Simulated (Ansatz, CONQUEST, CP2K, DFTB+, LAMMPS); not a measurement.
**Running InP with crystalline order left by the classical run (72 atoms) with CP2K**

Wanted: CP2K inputs and outputs for InP with crystalline order left by the classical run (72 atoms), checked against a plane-wave reference.

Method: the method is named at each step, in CP2K 2026.2.

## (1) The starting structure

The cell holds 72 atoms: 36 In and 36 P. Cell: a = 12.491 Å, b = 12.491 Å, c = 12.491 Å, α = 90.0°, β = 90.0°, γ = 90.0°. 72 atoms (36 In, 36 P) placed at random at 4.47 g/cm³, melted at 2500 K for 10 ps at fixed volume with the Vashishta potential (Branicio, Rino, Gan and Tsuzuki, J. Phys.: Condens. Matter 21, 095002 (2009)). Quenched from 2500 K to 300 K at 20 K/ps and fixed volume, annealed at 1000 K for 50 ps, held 5 ps, then minimised at fixed cell.

The yardstick, on the same geometry:

```
method                 : Kohn-Sham DFT, PBE, PAW, plane waves (Ansatz 0.2.0); cutoff 420 eV, Γ point, fermi-dirac smearing of 0.05 eV; PAW set soft_2
r.m.s. force component : 0.1616 eV/Å
longest force          : 0.4971 eV/Å
pressure               : -2.486 GPa
SCF cycles             : 10
time                   : 19 s on 4 threads of Intel Xeon Platinum 8559C (Emerald Rapids), shared host
CPU time               : 68 s
```

## (2) PBE, DZVP-MOLOPT-SR, 800/60 Ry, diagonalisation

Method: Kohn-Sham DFT, PBE, GTH-PBE pseudopotentials, Gaussian and plane waves, DZVP-MOLOPT-SR-GTH, diagonalisation.

input.inp reads:

```
&GLOBAL
  PROJECT cell
  RUN_TYPE ENERGY_FORCE
  PRINT_LEVEL LOW
&END GLOBAL
&FORCE_EVAL
  METHOD QS
  STRESS_TENSOR ANALYTICAL
  &DFT
    BASIS_SET_FILE_NAME BASIS_MOLOPT
    POTENTIAL_FILE_NAME GTH_POTENTIALS
    &MGRID
      CUTOFF 800
      REL_CUTOFF 60
      NGRIDS 5
    &END MGRID
    &QS
      EPS_DEFAULT 1.0E-12
    &END QS
    &SCF
      SCF_GUESS ATOMIC
      EPS_SCF 1.0E-06
      MAX_SCF 200
      ADDED_MOS 50
      &DIAGONALIZATION
        ALGORITHM STANDARD
      &END DIAGONALIZATION
      &SMEAR ON
        METHOD FERMI_DIRAC
        ELECTRONIC_TEMPERATURE [K] 580
      &END SMEAR
      &MIXING
        METHOD BROYDEN_MIXING
        ALPHA 0.15
        NBROYDEN 8
      &END MIXING
      &PRINT
        &RESTART OFF
        &END RESTART
      &END PRINT
    &END SCF
    &XC
      &XC_FUNCTIONAL PBE
      &END XC_FUNCTIONAL
    &END XC
    &PRINT
      &MULLIKEN ON
      &END MULLIKEN
      &HIRSHFELD ON
        SHAPE_FUNCTION DENSITY
      &END HIRSHFELD
      &MO ON
        EIGENVALUES T
        OCCUPATION_NUMBERS T
        MO_INDEX_RANGE 313 336
        &EACH
          QS_SCF 0
        &END EACH
        ADD_LAST NUMERIC
      &END MO
    &END PRINT
  &END DFT
  &SUBSYS
    &CELL
      A 12.49090 0.00000 0.00000
      B 0.00000 12.49090 0.00000
      C 0.00000 0.00000 12.49090
    &END CELL
    &COORD
      SCALED
      In 0.30389 0.67570 0.46026
      In 0.10719 0.84798 0.29355
      In 0.60604 0.17774 0.95491
      In 0.83449 0.67384 0.45673
      In 0.09918 0.50226 0.62595
      In 0.07301 0.50833 0.29071
      In 0.36665 0.36771 0.48223
      In 0.07563 0.50526 0.95851
      In 0.58838 0.83596 0.62413
      In 0.32866 0.34563 0.12561
      In 0.38041 0.00392 0.45807
      In 0.30961 0.70070 0.81317
      In 0.13594 0.17582 0.95176
      In 0.58096 0.83829 0.95706
      In 0.81250 0.00801 0.79038
      In 0.30852 0.67689 0.12450
      In 0.61037 0.17710 0.62021
      In 0.82060 0.01227 0.12216
      In 0.05579 0.17825 0.28493
      In 0.55825 0.51728 0.29132
      In 0.63619 0.84235 0.29063
      In 0.36911 0.34102 0.78778
      In 0.31880 0.03632 0.15363
      In 0.34333 0.00127 0.78713
      In 0.13054 0.17381 0.61965
      In 0.83140 0.67472 0.79412
      In 0.86027 0.01290 0.45938
      In 0.83458 0.67487 0.12285
      In 0.55730 0.51504 0.95702
      In 0.57912 0.17780 0.28678
      In 0.62634 0.50702 0.62460
      In 0.86172 0.34144 0.45781
      In 0.86020 0.33941 0.79091
      In 0.80233 0.34900 0.12288
      In 0.06353 0.84619 0.95887
      In 0.06256 0.84346 0.62668
      P 0.11378 0.05814 0.12248
      P 0.86885 0.55262 0.28875
      P 0.30578 0.52776 0.60525
      P 0.10194 0.72245 0.79366
      P 0.85914 0.89026 0.95665
      P 0.59629 0.39412 0.12494
      P 0.83211 0.54833 0.62549
      P 0.35020 0.55488 0.95891
      P 0.61691 0.05231 0.12273
      P 0.60840 0.04978 0.78813
      P 0.62672 0.71736 0.79277
      P 0.12174 0.38640 0.12628
      P 0.10475 0.72188 0.12369
      P 0.57189 0.39184 0.45899
      P 0.57186 0.38927 0.78937
      P 0.83908 0.89012 0.29072
      P 0.37225 0.20059 0.27046
      P 0.06847 0.37677 0.79125
      P 0.06589 0.38217 0.45872
      P 0.62996 0.71738 0.45559
[... 12 atom lines left out ...]
      P 0.81468 0.22201 0.62255
      P 0.33893 0.22147 0.95541
      P 0.84883 0.22216 0.28527
      P 0.85763 0.88622 0.62668
    &END COORD
    &KIND In
      BASIS_SET DZVP-MOLOPT-SR-GTH-q13
      POTENTIAL GTH-PBE-q13
    &END KIND
    &KIND P
      BASIS_SET DZVP-MOLOPT-SR-GTH-q5
      POTENTIAL GTH-PBE-q5
    &END KIND
  &END SUBSYS
  &PRINT
    &FORCES ON
    &END FORCES
    &STRESS_TENSOR ON
    &END STRESS_TENSOR
  &END PRINT
&END FORCE_EVAL
```

Run with:

```console
> OMP_NUM_THREADS=2 cp2k.psmp -i input.inp > output.txt
```

Numbers of over 12 decimals in the logs are rounded to 6 here.

The program printed:

```text
CP2K| version string:                                       CP2K version 2026.2
 CP2K| Input file name                                                 input.inp
 GLOBAL| Basis set file name                                        BASIS_MOLOPT
 GLOBAL| Potential file name                                      GTH_POTENTIALS
 GLOBAL| Run type                                                   ENERGY_FORCE
 GLOBAL| Total number of message passing processes                             1
 GLOBAL| Number of threads for this process                                    2
 TOTAL NUMBERS AND MAXIMUM NUMBERS
  Total number of            - Atomic kinds:                                   2
                             - Atoms:                                         72
                             - Shell sets:                                    72
                             - Shells:                                       432
                             - Primitive Cartesian functions:                360
                             - Cartesian basis functions:                   1584
                             - Spherical basis functions:                   1368
  Maximum angular momentum of- Orbital basis functions:                        3
                             - Local part of the GTH pseudopotential:          0
                             - Non-local part of the GTH pseudopotential:      4
 SCF PARAMETERS         Density guess:                                    ATOMIC
                        max_scf:                                             200
                        eps_scf:                                        1.00E-06
                        added MOs                                        50    0
                        Mixing method:                            BROYDEN_MIXING
                                                charge density mixing in g-space
                        Smear method:                                FERMI_DIRAC
                        Electronic temperature [K]:                        580.0
                        Electronic temperature [a.u.]:                  1.84E-03
                        Accuracy threshold:                             1.00E-10
 Extrapolation method: initial_guess
 Number of electrons:                                                        648
 Number of occupied orbitals:                                                324
 Number of molecular orbitals:                                               374
 Number of orbital functions:                                               1368
 Number of independent orbital functions:                                   1368
 SCF WAVEFUNCTION OPTIMIZATION
  Step     Update method      Time    Convergence         Total energy    Change
     1 NoMix/Diag. 0.15E+00   11.1     1.29546581     -2265.6741066818 -2.27E+03
     2 Broy./Diag. 0.15E+00   16.5     0.10701035     -2262.4881783159  3.19E+00
     3 Broy./Diag. 0.15E+00   16.7     0.23173679     -2263.6123910205 -1.12E+00
     4 Broy./Diag. 0.15E+00   16.4     0.03281214     -2264.9342435405 -1.32E+00
[...]
18 Broy./Diag. 0.15E+00   17.2     0.00000124     -2263.9986688630 -1.13E-05
    19 Broy./Diag. 0.15E+00   17.7     0.00000057     -2263.9986796830 -1.08E-05
  *** SCF run converged in    19 steps ***
  Electronic density on regular grids:       -647.9999999998        0.0000000002
  Core density on regular grids:              647.9999999992       -0.0000000008
  Total charge density on r-space grids:       -0.0000000006
  Total charge density g-space grids:          -0.0000000006
  Overlap energy of the core charge distribution:               6.1223e-10
  Self energy of the core charge distribution:              -3828.666267
  Core Hamiltonian energy:                                   1137.220480
  Hartree energy:                                             753.869495
  Exchange-correlation energy:                               -326.413851
  Electronic entropic energy:                                  -0.00853631
  Fermi energy:                                                 0.153009
  Total energy:                                             -2263.998680
  Total energy (extrapolated to T->0):                      -2263.994412
 MO| EIGENVALUES AND OCCUPATION NUMBERS
 MO|
 MO|  Index      Eigenvalue [a.u.]        Eigenvalue [eV]             Occupation
 MO|    313               0.133894               3.643451               1.999940
 MO|    314               0.135927               3.698773               1.999817
 MO|    315               0.136363               3.710625               1.999768
[...]
MO|    335               0.188594               5.131917               0.000000
 MO|    336               0.188899               5.140191               0.000000
 MO| Sum:                                                             648.000000
 MO| E(Fermi):            0.153009 a.u.          4.163599 eV
 !-----------------------------------------------------------------------------!
                     Mulliken Population Analysis
 #  Atom  Element  Kind  Atomic population                           Net charge
       1     In       1         12.712416                              0.287584
       2     In       1         12.722679                              0.277321
       3     In       1         12.749145                              0.250855
[...]
71     P        2          5.278649                             -0.278649
      72     P        2          5.276127                             -0.276127
 # Total charge                            648.000000                  0.000000
 !-----------------------------------------------------------------------------!
 !-----------------------------------------------------------------------------!
                           Hirshfeld Charges
  #Atom  Element  Kind  Ref Charge     Population                    Net charge
      1       In     1      13.000         12.768                         0.232
      2       In     1      13.000         12.768                         0.232
      3       In     1      13.000         12.771                         0.229
[...]
71       P      2       5.000          5.236                        -0.236
     72       P      2       5.000          5.240                        -0.240
  Total Charge                                                            0.000
 !-----------------------------------------------------------------------------!
 ENERGY| Total FORCE_EVAL ( QS ) energy [hartree]          -2263.998695
 FORCES| Atomic forces [hartree/bohr]
 FORCES|   Atom     x               y               z               |f|
 FORCES|      1 -2.17040974E-03  2.19365831E-03  2.30427925E-04   3.09449710E-03
 FORCES|      2  1.47470742E-03 -1.39709259E-03  3.62404077E-04   2.06348405E-03
 FORCES|      3  3.62476363E-04  5.81545955E-04 -1.57940912E-03   1.72166140E-03
[...]
FORCES|     71 -2.56923307E-03  1.54391575E-03 -6.25731909E-03   6.93820413E-03
 FORCES|     72  1.67519597E-03 -1.36132915E-03  1.50230965E-03   2.62991119E-03
 FORCES| Sum    -2.63176262E-05  1.62504667E-05  2.27059925E-05
 FORCES| Total atomic force                                       3.83700041E-05
 STRESS| Analytical stress tensor [bar]
 STRESS|                        x                   y                   z
 STRESS|      x       -4.15022317458E+04   1.58393531261E+03  -5.27578759567E+02
 STRESS|      y        1.58393531261E+03  -1.41989283121E+04  -3.05934057604E+03
 STRESS|      z       -5.27578759567E+02  -3.05934057604E+03  -8.08010586188E+03
 STRESS| 1/3 Trace                                            -2.12604219733E+04
```

Elapsed: 6.4 min, on 2 threads of Intel Xeon Platinum 8559C (Emerald Rapids), shared host; peak memory 6.9 GiB; 11 min of CPU time.

Banners, paths, timers and routine set-up lines are dropped from the logs unmarked, and long logs keep their key lines alone; longer cuts are marked.

Compared with the plane-wave run:

| Item | Value |
| --- | --- |
| r.m.s. force component | 0.1596 eV/Å |
| r.m.s. difference of force components | 20.71 meV/Å |
| longest difference of force vectors | 53.08 meV/Å |
| force difference over r.m.s. force | 12.82 % |
| slope of forces against the reference's | 0.98 |
| correlation of force components | 0.9918 |
| pressure | -2.126 GPa |
| pressure difference | 0.36 GPa |

Length of the force difference by element (eV/Å):

| element | atoms | mean | most |
| --- | --- | --- | --- |
| In | 36 | 0.036 | 0.053 |
| P | 36 | 0.034 | 0.045 |

The surroundings of P61, which bears the longest force, nearest first, numbered as they follow in the input and with coordinates relative to it.

| atom | x | y | z | distance (Å) | bonds | Hirshfeld charge (e) | Fx | Fy | Fz (eV/Å) |
| --- | --- | --- | --- | --- | --- | --- | --- | --- | --- |
| P61 | 0.00 | 0.00 | 0.00 | 0.00 | 3 | -0.23 | 0.185 | 0.196 | 0.449 |
| In24 | -0.36 | 1.77 | -1.88 | 2.61 | 3 | 0.23 | -0.121 | -0.129 | -0.028 |
| In12 | -0.78 | -1.98 | -1.55 | 2.64 | 3 | 0.24 | -0.094 | 0.073 | -0.106 |
| In14 | 2.61 | -0.26 | 0.24 | 2.64 | 3 | 0.23 | -0.286 | -0.079 | 0.003 |
| In16 | -0.79 | -2.28 | 2.34 | 3.36 | 3 | 0.23 | -0.116 | 0.078 | -0.127 |
| In23 | -0.66 | 2.21 | 2.70 | 3.55 | 3 | 0.23 | 0.002 | 0.108 | -0.025 |
| P44 | -0.27 | -3.80 | 0.27 | 3.82 | 3 | -0.23 | 0.039 | -0.082 | 0.138 |
| In35 | -3.85 | -0.17 | 0.27 | 3.86 | 3 | 0.24 | -0.192 | 0.066 | 0.054 |
| P64 | 0.11 | 0.22 | -3.94 | 3.95 | 3 | -0.24 | 0.282 | -0.412 | 0.081 |

Forces lie 13 % from the reference's, at 9.8 times its CPU time (on 2 against 4 cores).

## (3) BLYP, DZVP-MOLOPT-SR, 800/60 Ry, diagonalisation

Method: Kohn-Sham DFT, BLYP, GTH-BLYP pseudopotentials, Gaussian and plane waves, DZVP-MOLOPT-SR-GTH, diagonalisation.

input.inp, as its differences from that of step 2:

```diff
@@ -42,3 +42,3 @@
     &XC
-      &XC_FUNCTIONAL PBE
+      &XC_FUNCTIONAL BLYP
       &END XC_FUNCTIONAL
@@ -69,4 +69,27 @@
     &COORD
-      SCALED
-[... 72 atom lines left out: the same atoms as in the first run ...]
+      In 3.79586 8.44010 5.74906
+      In 1.33890 10.59203 3.66670
+      In 7.56999 2.22013 11.92769
+      In 10.42353 8.41687 5.70497
+      In 1.23885 6.27368 7.81868
+      In 0.91196 6.34950 3.63123
+      In 4.57979 4.59303 6.02349
+      In 0.94469 6.31115 11.97265
+      In 7.34940 10.44189 7.79595
+      In 4.10526 4.31723 1.56898
+      In 4.75166 0.04896 5.72171
+      In 3.86731 8.75237 10.15723
+      In 1.69801 2.19615 11.88834
+      In 7.25671 10.47100 11.95454
+      In 10.14886 0.10005 9.87256
+      In 3.85369 8.45497 1.55512
+      In 7.62407 2.21214 7.74698
+      In 10.25003 0.15326 1.52589
+      In 0.69687 2.22650 3.55903
+      In 6.97304 6.46129 3.63885
+[... 48 atom lines left out ...]
+      P 10.17609 2.77310 7.77621
+      P 4.23354 2.76636 11.93393
+      P 10.60265 2.77498 3.56328
+      P 10.71257 11.06969 7.82780
     &END COORD
@@ -74,3 +97,3 @@
       BASIS_SET DZVP-MOLOPT-SR-GTH-q13
-      POTENTIAL GTH-PBE-q13
+      POTENTIAL GTH-BLYP-q13
     &END KIND
@@ -78,3 +101,3 @@
       BASIS_SET DZVP-MOLOPT-SR-GTH-q5
-      POTENTIAL GTH-PBE-q5
+      POTENTIAL GTH-BLYP-q5
     &END KIND
```

The program printed:

```text
CP2K| version string:                                       CP2K version 2026.2
 CP2K| Input file name                                                 input.inp
 GLOBAL| Basis set file name                                        BASIS_MOLOPT
 GLOBAL| Potential file name                                      GTH_POTENTIALS
 GLOBAL| Run type                                                   ENERGY_FORCE
 GLOBAL| Total number of message passing processes                             1
 GLOBAL| Number of threads for this process                                    2
[... lines left out ...]
                        Smear method:                                FERMI_DIRAC
[... lines left out ...]
 Number of electrons:                                                        648
[... lines left out ...]
  Step     Update method      Time    Convergence         Total energy    Change
[... lines left out ...]
  *** SCF run converged in    19 steps ***
[... lines left out ...]
  Fermi energy:                                                 0.167026
  Total energy:                                             -2255.509165
  Total energy (extrapolated to T->0):                      -2255.504805
[... lines left out ...]
 MO| E(Fermi):            0.167026 a.u.          4.545004 eV
[... lines left out ...]
     72       P      2       5.000          5.247                        -0.247
  Total Charge                                                            0.000
 !-----------------------------------------------------------------------------!
 ENERGY| Total FORCE_EVAL ( QS ) energy [hartree]          -2255.509157
 FORCES| Atomic forces [hartree/bohr]
 FORCES|   Atom     x               y               z               |f|
 FORCES|      1 -6.19074132E-04  3.53820364E-03  6.74642648E-04   3.65476134E-03
 FORCES|      2  1.89657602E-04 -5.36293642E-04  5.20380283E-04   7.70958180E-04
 FORCES|      3 -1.41457553E-03  1.20134515E-03 -1.70254376E-03   2.51851332E-03
[...]
FORCES|     71 -3.59753786E-03  1.24700289E-03 -6.54389216E-03   7.57098538E-03
 FORCES|     72  1.15153813E-03 -1.81732822E-03  1.54736797E-03   2.65010746E-03
 FORCES| Sum    -3.83013779E-04 -2.69914123E-04  2.51768967E-04
 FORCES| Total atomic force                                       5.31921800E-04
 STRESS| Analytical stress tensor [bar]
 STRESS|                        x                   y                   z
 STRESS|      x       -9.32935507016E+03   1.38305525926E+03  -4.44570786462E+02
 STRESS|      y        1.38305525926E+03   1.82043270989E+04  -3.47249862553E+03
 STRESS|      z       -4.44570786462E+02  -3.47249862553E+03   2.52573805789E+04
 STRESS| 1/3 Trace                                             1.13774508692E+04
```

Run time: 6 min. Hardware: 2 threads; peak memory 7.1 GiB; 10 min of CPU time.

Against the reference:

```
r.m.s. force component                  : 0.1673 eV/Å
r.m.s. difference of force components   : 65.34 meV/Å
longest difference of force vectors     : 177.3 meV/Å
force difference over r.m.s. force      : 40.44 %
slope of forces against the reference's : 0.9541
correlation of force components         : 0.9216
pressure                                : 1.138 GPa
pressure difference                     : 3.624 GPa
```

Against the first run (13 %), the force difference from the reference is 40 %, at 0.93 times the CPU time; the model has changed, so this is no error of the program alone.

(Continued in part 2 of 2.)

[Also dropped from logs without a mark: logging warnings of Python, and SIESTA's first energy breakdown and zero terms.]

[Logs are printed without paths, hosts, clocks, repeated set-up lines and the standing remarks that a program may print on its own settings, such as how far it seeks lower states.]

[Hosts, paths, dates, database ids (printed as entryN), source tags and the programs' standing remarks are cut or masked in the printed files.]
